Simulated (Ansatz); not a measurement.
# Rh: equation of state with PBE0

**The experiment to reproduce.**

“Thermal equation of state of rhodium characterized by XRD in a resistively heated diamond anvil cell”, 2024, pmc:11535440 quotes, for a bulk crystal of Rh: bulk modulus 264 ± 1 GPa.

The system is Rh.

```
Rh
1.0
     0.00000    1.89785    1.89785
     1.89785    0.00000    1.89785
     1.89785    1.89785    0.00000
Rh
1
Direct
  0.00000 0.00000 0.00000
```

```
Program             : Ansatz 0.2.0
Task                : equation of state
Functional          : PBE0
Potentials or basis : Ansatz PAW
Cutoff              : 420 eV
Density cutoff      : 1680 eV
k mesh              : 8 × 8 × 8
Occupations         : fermi-dirac, width 0.05 eV
Spin                : no spin polarisation
```

```yaml
Equilibrium_volume: 13.53 Å³/atom
Bulk_modulus: 293 GPa
Pressure_derivative_of_the_bulk_modulus: 5.2
```

Energy against volume, from the lowest point:
| volume (Å³/atom) | energy (meV/atom) |
| --- | --- |
| 12.851 | 33.64 |
| 13.125 | 10.73 |
| 13.398 | 0.00 |
| 13.671 | 0.07 |
| 13.945 | 9.58 |
| 14.218 | 27.51 |
| 14.492 | 52.77 |

All runs of the series together: 2.1 min on 2 threads of AMD EPYC 7R13 Processor (Zen 3), with other jobs on the host.

Measured bulk modulus of Rh: 264 GPa (quoted in “Thermal equation of state of rhodium characterized by XRD in a resistively heated diamond anvil cell”, 2024, pmc:11535440). This calculation gives 293 GPa (+11.0 %). The fit is for a static lattice scaled at fixed shape and fixed fractional positions.

Caveat: the PAW data sets were made with another functional, which shifts forces and pressure a little.
